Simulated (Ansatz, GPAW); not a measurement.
## Si(111) with Br on 25 % of the top atoms and H on the rest: bands and core levels

Wanted: the XPS lines and the band structure of Si(111) with Br on 25 % of the top atoms and H on the rest.

Program: Ansatz 0.2.0 and GPAW 26.7.0. Level of theory: DFT, PBE, plane-wave PAW, default files, scalar-relativistic, in the first sound run; inputs show where later runs differ. Results are calculated unless marked as measured.

## Step 1: The structure

The cell holds 32 atoms: 1 Br, 7 H and 24 Si. Cell: a = 7.679 Å, b = 7.679 Å, c = 24.774 Å, α = 90.0°, β = 90.0°, γ = 60.0°. It derives from Si. How the cell was made: terminated face; group: Br; share of top atoms: 0.25; rest: H; oxygen in back bonds: 0; lower face: H. Regions: ad, 4 atoms (1 Br and 3 H); L1, 4 atoms (4 Si); L2, 4 atoms (4 Si); L3, 4 atoms (4 Si); mid, 4 atoms (4 Si); rest, 12 atoms (8 Si and 4 H). Vacuum lies along c.

## Step 2: Relaxing the atoms

Levels and vacuum steps follow bond lengths, so the atoms are relaxed first. 12 atoms are held to stand for the bulk. A dipole correction cancels the field between unlike faces.

File input.yaml:

```yaml
crystal:
  lattice:
    - [7.6791796437, 0.0, 0.0]
    - [3.8395898218, 6.6503646517, 0.0]
    - [0.0, 0.0, 24.7737769138]
  atoms:
    - { symbol: Br, position: [0.0, 0.0, 0.717443165] }
    - { symbol: H, position: [0.5, 0.0, 0.681518082] }
    - { symbol: H, position: [0.0, 0.5, 0.681518082] }
    - { symbol: H, position: [0.5, 0.5, 0.681518082] }
    - { symbol: Si, position: [0.0, 0.0, 0.626217672] }
    - { symbol: Si, position: [0.5, 0.0, 0.626217672] }
    - { symbol: Si, position: [0.0, 0.5, 0.626217672] }
    - { symbol: Si, position: [0.5, 0.5, 0.626217672] }
    - { symbol: Si, position: [0.833333333, 0.333333333, 0.594581277] }
    - { symbol: Si, position: [0.333333333, 0.333333333, 0.594581277] }
    - { symbol: Si, position: [0.833333333, 0.833333333, 0.594581277] }
    - { symbol: Si, position: [0.333333333, 0.833333333, 0.594581277] }
    - { symbol: Si, position: [0.833333333, 0.333333333, 0.499672093] }
    - { symbol: Si, position: [0.333333333, 0.333333333, 0.499672093] }
    - { symbol: Si, position: [0.833333333, 0.833333333, 0.499672093] }
    - { symbol: Si, position: [0.333333333, 0.833333333, 0.499672093] }
    - { symbol: Si, position: [0.166666667, 0.166666667, 0.468035698] }
    - { symbol: Si, position: [0.666666667, 0.166666667, 0.468035698] }
    - { symbol: Si, position: [0.166666667, 0.666666667, 0.468035698] }
    - { symbol: Si, position: [0.666666667, 0.666666667, 0.468035698] }
    - { symbol: Si, position: [0.166666667, 0.166666667, 0.373126513] }
    - { symbol: Si, position: [0.666666667, 0.166666667, 0.373126513] }
    - { symbol: Si, position: [0.166666667, 0.666666667, 0.373126513] }
    - { symbol: Si, position: [0.666666667, 0.666666667, 0.373126513] }
    - { symbol: Si, position: [0.0, 0.0, 0.341490118] }
    - { symbol: Si, position: [0.5, 0.0, 0.341490118] }
    - { symbol: Si, position: [0.0, 0.5, 0.341490118] }
    - { symbol: Si, position: [0.5, 0.5, 0.341490118] }
    - { symbol: H, position: [0.0, 0.0, 0.282556835] }
    - { symbol: H, position: [0.5, 0.0, 0.282556835] }
    - { symbol: H, position: [0.0, 0.5, 0.282556835] }
    - { symbol: H, position: [0.5, 0.5, 0.282556835] }
kpoints:
  mp_grid: { grid: [3, 3, 1] }
scf:
  occupations: { method: fermi_dirac, width: 0.02 }
  n_extra_bands: 23
hamiltonian:
  xc: pbe
  pseudopotentials: { kind: paw }
output:
  forces: true
  write_potential: true
  volumetric_format: []
efield:
  axis: 3
  dipole_correction: true
relax:
  f_tol: 0.03
  max_steps: 70
  constraints: [{ sites: [20, 21, 22, 23, 24, 25, 26, 27, 28, 29, 30, 31] }]
```

Command:

```console
$ ansatz run input.yaml --threads 8 --pin off --max-ram 24576MiB --backend cpu --events-out ev --progress --plain --runs-dir out
```

Numbers of over 12 decimals in the logs are rounded to 6 here.

The log of the run:

```text
scf.n_extra_bands = 23 over 55 filled bands (N_el = 110.0): the run solves 78 bands
Engine: ansatz 0.2.0, aarch64-unknown-linux-gnu
Pseudopotentials: kind: paw
Pseudopotential: Br, paw, valence charge 7, recommended cutoff 420 eV (normal), Br.paw.azcp
Pseudopotential: H, paw, valence charge 1, recommended cutoff 420 eV (normal), H.paw.azcp
Pseudopotential: Si, paw, valence charge 4, recommended cutoff 420 eV (normal), Si.paw.azcp
Functional definition: PBE
  parameter kappa = 0.804
  parameter beta = 0.066725
  exchange = pbe_x(kappa = kappa, mu = beta*pi^2/3)
  correlation = pbe_c(beta = beta)
Crystal: 32 atoms, lattice volume = 1265.181 Å³
Basis set: ecut = 420 eV, 24701 PW (Γ), exchange–correlation on 108×108×360 points (8 copies of the dense FFT grid, shifted against one another)
Bands: 78, of which v1, the nominal top of the filled ones, is band 55 counted from 1 (54 counted from 0)
Symmetry: 6 space group operations
Space group: P3m1 (ITA 156), of the structure as read, at distance tolerance 1.1e-4 Å
k-points: 3 of 9 (time reversal used)
Non-local potential: Br, projectors of the file, l = 0: 2, l = 1: 2, l = 2: 2
Non-local potential: H, projectors of the file, l = 0: 2, l = 1: 1
Non-local potential: Si, projectors of the file, l = 0: 2, l = 1: 2, l = 2: 2
PAW form: soft (Blöchl's): semilocal exchange-correlation on the pseudo side does not see the compensation charge
PAW one-centre angular grid: Br, 110 points (default); XC on 64 Gauss nodes
PAW one-centre angular grid: H, 110 points (default); XC on 64 Gauss nodes
PAW one-centre angular grid: Si, 110 points (default); XC on 64 Gauss nodes
Initial density: superposition of atomic densities (neutral atoms: chi_scale 0, normalization atom), corrected by the library's trained network
Initial wavefunctions: pseudopotential atomic-orbital guess
Functional: x = pbe(κ = 0.804, μ = 0.219515), c = pbe(β = 0.066725)
SCF iter   1: F=—  HF=-18153.437748 eV  |F-HF|=—  |Δ(HF+E_count)|=         —  Δρ=2.01e-3  dr2=5.80e-1  ethr=1.77e-3  p=-0.089 e·Å  D=-1.27e-2 V/Å  ΔV_dip=0.32 eV  dr2_dipole=1.75e-4  V_vac-E_F(+/−)=4.07/3.75 eV  ⟨swp⟩=9.0  Hψ=1386  notcnv=0  defer=9
efield: sawtooth ramp at fractional position 0.9500 (placed from the atoms, in the widest stretch of the axis that holds none; the zero of the levels goes with the place), width 0.1000; the density the first Hamiltonian is built on has a dipole p = -0.089 e·Å; the dipole correction subtracts the counter field D = -1.27e-2 V/Å, which shifts the + side's vacuum level by +0.32 eV against the − side's; the planar-averaged density in the ramp window peaks in size at 7.0e-6 e/Å³
preconditioner: auto → Resta (q_TF=auto, 1.816 Å⁻¹)  ε∞=2.8  [insulator: Δε(μ)=1.126 eV  Ē_g=8.066 eV  σ=0.020 eV  W_gap=1.00  n_scr=134 (ndim 8)  ℏωp=10.9 eV  f_vac=0.506  D(μ)=0.00/eV (n_scr^D=0)  ε∞_Penn≈2.8  vacuum switching on, ρ_ref=4.7e-3 e/Å³]
SCF iter   2: F=—  HF=-18153.353590 eV  |F-HF|=—  |Δ(HF+E_count)|=   8.42e-2  Δρ=8.94e-4  dr2=3.75e-2  ethr=5.27e-4  p=-0.092 e·Å  D=-1.31e-2 V/Å  ΔV_dip=0.32 eV  dr2_dipole=2.61e-4  V_vac-E_F(+/−)=4.49/4.17 eV  ⟨swp⟩=3.7  Hψ=349  notcnv=0  defer=45
SCF iter   3: F=—  HF=-18153.349744 eV  |F-HF|=—  |Δ(HF+E_count)|=   3.85e-3  Δρ=3.74e-4  dr2=2.74e-3  ethr=3.41e-5  p=-0.099 e·Å  D=-1.41e-2 V/Å  ΔV_dip=0.35 eV  dr2_dipole=3.22e-5  V_vac-E_F(+/−)=4.45/4.10 eV  ⟨swp⟩=3.0  Hψ=390  notcnv=0  defer=45
SCF iter   4: F=—  HF=-18153.351312 eV  |F-HF|=—  |Δ(HF+E_count)|=   1.57e-3  Δρ=1.38e-4  dr2=2.85e-3  ethr=2.49e-6  p=-0.082 e·Å  D=-1.18e-2 V/Å  ΔV_dip=0.29 eV  dr2_dipole=1.47e-3  V_vac-E_F(+/−)=4.46/4.16 eV  ⟨swp⟩=2.0  Hψ=422  notcnv=0  defer=45
SCF iter   5: F=—  HF=-18153.350908 eV  |F-HF|=—  |Δ(HF+E_count)|=   4.05e-4  Δρ=5.60e-5  dr2=1.55e-4  ethr=2.49e-6  p=-0.100 e·Å  D=-1.43e-2 V/Å  ΔV_dip=0.35 eV  dr2_dipole=2.81e-5  V_vac-E_F(+/−)=4.50/4.14 eV  ⟨swp⟩=2.0  Hψ=238  notcnv=0  defer=45
SCF iter   6: F=-18153.350895 eV  HF=-18153.350894 eV  |F-HF|=1.10e-6  |Δ(HF+E_count)|=   1.40e-5  Δρ=2.32e-5  dr2=9.43e-6  ethr=2.05e-8  p=-0.098 e·Å  D=-1.40e-2 V/Å  ΔV_dip=0.35 eV  dr2_dipole=7.14e-8  V_vac-E_F(+/−)=4.50/4.15 eV  ⟨swp⟩=11.3  Hψ=2191  notcnv=0
SCF 1 converged in 6 iterations: F = -18153.350895 eV  dr2 = 9.43e-6
  greatest PAW one-centre occupation: 0.917 electrons in one spin orbital (limit 2), on the Br atom at site 0 (counted from 0), in its partial waves of l = 0
relax step   1: F+E_penalty+E_count = -18153.35089464 eV  Δ(F+E_penalty+E_count) = +0.000e0 eV  max|allowed force component| = 2.863e0 eV/Å  Δτ_max = 0.0000 Å  (6 SCF iters, dr2 threshold 2.25e-5 eV, accepted)
Initial density: handed on by an earlier stage of this run
Initial wavefunctions: those handed on with the density
iter 1 solved again at ethr=1.48e-4 eV; its pass at ethr=3.10e-3 eV (dr2=1.63e-1 eV) is discarded
SCF iter   1: F=—  HF=-18153.828083 eV  |F-HF|=—  |Δ(HF+E_count)|=         —  Δρ=4.35e-3  dr2=1.64e-1  ethr=1.48e-4  p=-0.098 e·Å  D=-1.40e-2 V/Å  ΔV_dip=0.35 eV  dr2_dipole=1.26e-3  V_vac-E_F(+/−)=4.47/4.12 eV  ⟨swp⟩=1.7  Hψ=804  notcnv=0  defer=45
efield: sawtooth ramp at fractional position 0.9500 (handed on by an earlier solve), width 0.1000; the density the first Hamiltonian is built on has a dipole p = -0.098 e·Å; the dipole correction subtracts the counter field D = -1.40e-2 V/Å, which shifts the + side's vacuum level by +0.35 eV against the − side's; the planar-averaged density in the ramp window peaks in size at 1.6e-6 e/Å³
preconditioner: auto → Resta (q_TF=auto, 1.816 Å⁻¹)  ε∞=2.9  [insulator: Δε(μ)=1.085 eV  Ē_g=8.017 eV  σ=0.020 eV  W_gap=1.00  n_scr=134 (ndim 8)  ℏωp=10.9 eV  f_vac=0.501  D(μ)=0.00/eV (n_scr^D=0)  ε∞_Penn≈2.9  vacuum switching on, ρ_ref=4.7e-3 e/Å³]
SCF iter   2: F=—  HF=-18153.795167 eV  |F-HF|=—  |Δ(HF+E_count)|=   3.29e-2  Δρ=2.08e-3  dr2=3.36e-2  ethr=1.48e-4  p=-0.124 e·Å  D=-1.77e-2 V/Å  ΔV_dip=0.44 eV  dr2_dipole=3.12e-5  V_vac-E_F(+/−)=4.55/4.12 eV  ⟨swp⟩=2.3  Hψ=262  notcnv=0  defer=45
SCF iter   3: F=—  HF=-18153.789244 eV  |F-HF|=—  |Δ(HF+E_count)|=   5.92e-3  Δρ=2.94e-4  dr2=4.52e-3  ethr=3.05e-5  p=-0.106 e·Å  D=-1.52e-2 V/Å  ΔV_dip=0.38 eV  dr2_dipole=1.81e-3  V_vac-E_F(+/−)=4.52/4.14 eV  ⟨swp⟩=3.3  Hψ=363  notcnv=0  defer=45
SCF iter   4: F=—  HF=-18153.788718 eV  |F-HF|=—  |Δ(HF+E_count)|=   5.26e-4  Δρ=9.14e-5  dr2=7.83e-4  ethr=4.11e-6  p=-0.130 e·Å  D=-1.86e-2 V/Å  ΔV_dip=0.46 eV  dr2_dipole=4.46e-4  V_vac-E_F(+/−)=4.57/4.11 eV  ⟨swp⟩=2.3  Hψ=429  notcnv=0  defer=45
[...]
SCF iter   3: F=—  HF=-18153.878540 eV  |F-HF|=—  |Δ(HF+E_count)|=   1.26e-4  Δρ=1.04e-5  dr2=8.93e-6  ethr=4.67e-8  p=-0.134 e·Å  D=-1.91e-2 V/Å  ΔV_dip=0.47 eV  dr2_dipole=2.90e-6  V_vac-E_F(+/−)=4.60/4.13 eV  ⟨swp⟩=2.7  Hψ=354  notcnv=0  defer=45
SCF iter   4: F=—  HF=-18153.878539 eV  |F-HF|=—  |Δ(HF+E_count)|=   7.61e-7  Δρ=5.01e-6  dr2=2.77e-6  ethr=8.12e-9  p=-0.135 e·Å  D=-1.92e-2 V/Å  ΔV_dip=0.48 eV  dr2_dipole=1.47e-6  V_vac-E_F(+/−)=4.60/4.12 eV  ⟨swp⟩=2.0  Hψ=272  notcnv=0  defer=45
SCF iter   5: F=—  HF=-18153.878539 eV  |F-HF|=—  |Δ(HF+E_count)|=   3.24e-7  Δρ=1.98e-6  dr2=1.39e-7  ethr=2.52e-9  p=-0.134 e·Å  D=-1.92e-2 V/Å  ΔV_dip=0.48 eV  dr2_dipole=2.73e-8  V_vac-E_F(+/−)=4.60/4.13 eV  ⟨swp⟩=2.0  Hψ=226  notcnv=0  defer=45
SCF iter   6: F=-18153.878539 eV  HF=-18153.878539 eV  |F-HF|=3.53e-9  |Δ(HF+E_count)|=   2.42e-8  Δρ=7.30e-7  dr2=1.58e-8  ethr=9.09e-11  p=-0.134 e·Å  D=-1.92e-2 V/Å  ΔV_dip=0.48 eV  dr2_dipole=2.82e-9  V_vac-E_F(+/−)=4.60/4.13 eV  ⟨swp⟩=10.0  Hψ=1575  notcnv=0
SCF 5 converged in 6 iterations: F = -18153.878539 eV  dr2 = 1.58e-8
relax step   5: F+E_penalty+E_count = -18153.87853904 eV  Δ(F+E_penalty+E_count) = -5.755e-4 eV  max|allowed force component| = 2.371e-3 eV/Å  Δτ_max = 0.0068 Å  (6 SCF iters, accepted)
NSCF: frozen V_eff on 3 k-points
the band table was solved once a step of the walk had ended and its energy, with any forces and stress, was formed, with the checks that follow a solve (1626 applications of the Hamiltonian). They found nothing against the state; the energy, forces and stress were not computed again (output.eigenvalues in the input reference)
WARN: The output density's exchange-correlation potential varies sharply where the density is thin. Do not read a vacuum level from v_tot or v_xc, or from such a field of the output density. On a cell that repeats whose density bears no net charge and no dipole along the vacuum's axis use v_es (v_loc + v_h of the components); under efield.dipole_correction with no amplitude use v_es + v_field, which holds any externa [...]
SCF converged after 6 iterations
Free energy (F): -18153.878539 eV
Harris-Foulkes:  -18153.878539 eV  (|F-HF|=3.53e-9)
Internal energy: -18153.878539 eV  (E = F + TS)
E sigma→0 (E₀):  -18153.878539 eV
Fermi energy:    0.126305 eV
Dipole field:    D = -0.019151 V/Å  (p = -0.133901 e·Å, saw-weighted, corrected)
Work function:   Φ+ = 4.6000 eV   Φ− = 4.1255 eV
Levels:          The Fermi level and band energies are counted from a zero that moves with the ramp; work functions are not
--- Per-component energies (eV) ---
  E_band       = -598.877254
  E_kinetic    = 1195.563897
  E_local      = -29233.651327  (includes V_loc(G=0)·N_el)
  E_nonlocal   = 705.233564
  E_hartree    = 14056.611244
  E_xc         = -1648.942161
  E_vxc        = -1302.221944  (∫ρ·V_xc dr)
  E_paw        = -14558.546024  (= ΣΔE_a)
  E_vpaw       = -76.899035  (= ΣTr[D̂ρ^β])
  E_aug_tail   = -0.008586  (compensation charges beyond the density's cutoff)
  E_efield     = 0.001282  (sawtooth field / dipole correction)
  E_vefield    = -0.123907  (∫n·V_field dr)
  E_ewald      = 11329.859570
  E_smearing   = -0.000000  (= −TS)
  E_closure    = 0.000000  (closes the sum)
  Σ components = -18153.878539   (vs F -18153.878539, Δ=0.00e0)
--- Forces (eV/Å), atoms counted from 1 ---
  atom   1  Br     0.00000000     0.00000000    -0.00155742
  atom   2  H     -0.00000000     0.00006556    -0.00140645
  atom   3  H      0.00005677    -0.00003278    -0.00140645
  atom   4  H     -0.00005677    -0.00003278    -0.00140645
  atom   5  Si    -0.00000000    -0.00000000    -0.00229459
  atom   6  Si    -0.00000000     0.00037248     0.00002189
  atom   7  Si     0.00032258    -0.00018624     0.00002189
  atom   8  Si    -0.00032258    -0.00018624     0.00002189
  atom   9  Si    -0.00000000     0.00188055     0.00237129
  atom  10  Si     0.00000000     0.00000000     0.00021387
  atom  11  Si    -0.00162860    -0.00094027     0.00237129
  atom  12  Si     0.00162860    -0.00094027     0.00237129
  atom  13  Si    -0.00000000     0.00069549     0.00071163
  atom  14  Si    -0.00000000    -0.00000000     0.00087049
  atom  15  Si    -0.00060232    -0.00034775     0.00071163
  atom  16  Si     0.00060232    -0.00034775     0.00071163
  atom  17  Si     0.00122427     0.00070683    -0.00066843
  atom  18  Si    -0.00122427     0.00070683    -0.00066843
  atom  19  Si     0.00000000    -0.00141367    -0.00066843
  atom  20  Si     0.00000000     0.00000000    -0.00004951
  atom  21  Si     0.00256136     0.00147880    -0.06939899
  atom  22  Si    -0.00256136     0.00147880    -0.06939899
  atom  23  Si     0.00000000    -0.00295760    -0.06939899
  atom  24  Si    -0.00000000    -0.00000000    -0.08851603
  atom  25  Si     0.00000000     0.00000000     0.85526822
  atom  26  Si     0.00000000    -0.00107980     0.84911421
  atom  27  Si    -0.00093513     0.00053990     0.84911421
  atom  28  Si     0.00093513     0.00053990     0.84911421
  atom  29  H     -0.00000000     0.00000000    -0.77611552
  atom  30  H     -0.00000000     0.00002653    -0.77671480
  atom  31  H      0.00002297    -0.00001326    -0.77671480
  atom  32  H     -0.00002297    -0.00001326    -0.77671480
  max |Σ_I F_I| component: 8.95e-5 eV/Å
--- Band table (eV) ---
  k-point 0: bands = [... 51 lower, -0.8684, -0.8684, -0.4291, -0.4291, 0.6785, 0.6995, 0.6995, 1.1055, ... 19 higher]
  k-point 1: bands = [... 51 lower, -1.6731, -1.4537, -1.3566, -0.8248, 0.8323, 1.4037, 1.4981, 1.6330, ... 19 higher]
  k-point 2: bands = [... 51 lower, -2.0347, -1.6707, -1.5784, -1.5689, 1.7155, 2.1121, 2.1407, 2.1591, ... 19 higher]
--- Relaxed structure (5 steps of the walk, 5 accepted, 0 SCFs on fresh bases) ---
  F+E_penalty+E_count = -18153.87853904 eV   max|allowed force component| = 2.371e-3 eV/Å
  atoms:
    - { symbol: Br, position: [0, 0, 0.717550] }
    - { symbol: H, position: [0.500460, -0.000920611, 0.688425] }
    - { symbol: H, position: [-0.000920611, 0.500460, 0.688425] }
    - { symbol: H, position: [0.500460, 0.500460, 0.688425] }
    - { symbol: Si, position: [-1.6975808951288537e-19, 1.0224826179816938e-19, 0.625820] }
    - { symbol: Si, position: [0.499708, 0.000583901, 0.627824] }
    - { symbol: Si, position: [0.000583901, 0.499708, 0.627824] }
    - { symbol: Si, position: [0.499708, 0.499708, 0.627824] }
    - { symbol: Si, position: [0.832354, 0.335292, 0.596076] }
    - { symbol: Si, position: [0.333333, 0.333333, 0.596313] }
    - { symbol: Si, position: [0.832354, 0.832354, 0.596076] }
    - { symbol: Si, position: [0.335292, 0.832354, 0.596076] }
    - { symbol: Si, position: [0.833393, 0.333213, 0.500616] }
    - { symbol: Si, position: [0.333333, 0.333333, 0.500926] }
    - { symbol: Si, position: [0.833393, 0.833393, 0.500616] }
    - { symbol: Si, position: [0.333213, 0.833393, 0.500616] }
    - { symbol: Si, position: [0.166777, 0.166777, 0.468445] }
    - { symbol: Si, position: [0.666446, 0.166777, 0.468445] }
    - { symbol: Si, position: [0.166777, 0.666446, 0.468445] }
    - { symbol: Si, position: [0.666667, 0.666667, 0.468362] }
    - { symbol: Si, position: [0.166667, 0.166667, 0.373127] }
    - { symbol: Si, position: [0.666667, 0.166667, 0.373127] }
    - { symbol: Si, position: [0.166667, 0.666667, 0.373127] }
    - { symbol: Si, position: [0.666667, 0.666667, 0.373127] }
    - { symbol: Si, position: [0.0, 0.0, 0.341490118] }
    - { symbol: Si, position: [0.500000, 0.0, 0.341490118] }
    - { symbol: Si, position: [-2.7755575615628914e-17, 0.500000, 0.341490118] }
    - { symbol: Si, position: [0.500000, 0.500000, 0.341490118] }
    - { symbol: H, position: [0.0, 0.0, 0.282557] }
    - { symbol: H, position: [0.500000, 0.0, 0.282557] }
    - { symbol: H, position: [-2.7755575615628914e-17, 0.500000, 0.282557] }
    - { symbol: H, position: [0.500000, 0.500000, 0.282557] }
```

It took 19 s on 8 threads of Arm Neoverse V2, shared host; peak memory 1.8 GiB.

The steps of the relaxation:

| step | energy less that of the first step (eV) | largest force component (eV/Å) |
| --- | --- | --- |
| 1 | 0.0000 | 2.8634 |
| 2 | -0.4377 | 1.0911 |
| 3 | -0.5257 | 0.0961 |
| 4 | -0.5271 | 0.0459 |
| 5 | -0.5276 | 0.0024 |

Forces are held to the 6 operations that the run works with; a distortion that breaks them can't arise in this run.

The atoms that moved most (Å):

| atom | dx | dy | dz | length |
| --- | --- | --- | --- | --- |
| H2 | 0.000 | -0.006 | 0.171 | 0.171 |
| H3 | -0.005 | 0.003 | 0.171 | 0.171 |
| H4 | 0.005 | 0.003 | 0.171 | 0.171 |
| Si10 | 0.000 | 0.000 | 0.043 | 0.043 |
| Si8 | -0.003 | -0.002 | 0.040 | 0.040 |
| Si6 | 0.000 | 0.004 | 0.040 | 0.040 |
| Si7 | 0.003 | -0.002 | 0.040 | 0.040 |
| Si9 | 0.000 | 0.013 | 0.037 | 0.039 |

Numbers from this step:

```
free energy                                                         : -18153.8785 eV
Fermi energy                                                        : 0.1263 eV
symmetry operations                                                 : 6
gap on the k-mesh                                                   : 1.108 eV
ionisation potential, upper face                                    : 5.156 eV
upper vacuum level less the lowest empty level (Kohn–Sham affinity) : 4.048 eV
ionisation potential, lower face                                    : 4.681 eV
```

The relaxation ends 16 meV an atom lower, with a largest force component of 0.0024 eV/Å on the free atoms.

[end of part 1 of 4]

[Logs are printed without paths, hosts, clocks, repeated set-up lines and the standing remarks that a program may print on its own settings, such as how far it seeks lower states.]

[Hosts, paths, dates, database ids (printed as entryN), source tags and the programs' standing remarks are cut or masked in the printed files.]

[Maps of the electrostatic potential energy from Ansatz leave out the sawtooth potential of an applied field or a dipole correction, so their vacuum need not be flat; work functions include it.]
